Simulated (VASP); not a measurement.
Ir, 1 atom in the cell. Symmetry: I4/mmm, No. 139, tetragonal system. Conventional cell: a = 2.893 Å, b = 2.893 Å, c = 3.746 Å, α = 90.00°, β = 90.00°, γ = 90.00°. Ir (site symmetry 4/mmm) is surrounded by 12 Ir at 2.77 to 2.89 Å. This isn't the form of Ir at room conditions, which is fcc. The cell isn't the ideal one: strained and moved within a subgroup.

```yaml
Program: VASP 6.6.1
Task: single point
Functional: PBE
Potentials_or_basis: VASP PAW PBE potentials, release 64 (Ir)
Cutoff: 520 eV
k_mesh: 16 × 16 × 16
Occupations: gaussian, width 0.1 eV
Spin: no spin polarisation
Dipole_correction: no
Further_INCAR_settings: ALGO = Normal; EDIFF = 1e-06; NBANDS = 10
```

Potentials or basis: VASP PAW PBE potentials, release 64 (Ir).

Launch:

```sh
$ cat potpaw_PBE.64/Ir/POTCAR > POTCAR
$ mpirun -np 1 vasp_std > vasp.out
```

Hardware: 1 thread of AMD EPYC 7R43 64-Core Processor (Zen 3) (shared host).

Question: How long does it take, and how much memory?

Answer: Wall time 79 s on 1 thread of AMD EPYC 7R43 64-Core Processor (Zen 3), with other jobs on the host, peak memory 0.15 GiB. Counts: scf iterations 11, k points 349.
